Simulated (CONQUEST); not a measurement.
Crystal: Ca.

```
Ca
1.0
     4.48000    0.00000    0.00000
     0.00000    4.48000    0.00000
     0.00000    0.00000    4.48000
Ca
2
Direct
  0.00000 0.00000 0.00000
  0.50000 0.50000 0.50000
```

This isn't the form of Ca at room conditions, which is fcc.

| Property | Result |
| --- | --- |
| Program | CONQUEST 1.3 |
| Task | single point |
| Functional | PBE |
| Potentials or basis | PseudoDojo NC PBE, DZP, grid cutoff 120 Ha |
| k mesh | 6 × 6 × 6 |
| Occupations | fermi-dirac, width 0.05 eV |
| Spin | no spin polarisation |

On this cell: pressure -0.6 GPa; largest force zero by symmetry; band gap on the k mesh none (metal or under the smearing width).

The same run follows on a disturbed copy (atoms of the box moved at random, drawn with an rms of 0.05 Å):

```
Ca
1.0
     4.48000    0.00000    0.00000
     0.00000    4.48000    0.00000
     0.00000    0.00000    4.48000
Ca
2
Direct
  0.99346 0.00415 0.99383
  0.50892 0.49483 0.49655
```

Q: What changes?

A: The energy (extrapolated to zero smearing) moves by +2.6 meV/atom; pressure -0.6 GPa; largest force 0.143 eV/Å; band gap on the k mesh none (metal or under the smearing width).

Forces on the atoms (eV/Å):
```
Ca   0.119 -0.068  0.016
Ca  -0.122  0.069 -0.029
```

The forces don't sum to zero, so they hold noise of the program's grid.

Caveats: the cell was measured hot, at 740 K; the basis of atomic orbitals isn't converged, which shifts pressures, moduli and gaps; the box holds several primitive cells, so bands are folded and the points are those of the box's own zone (some runs).
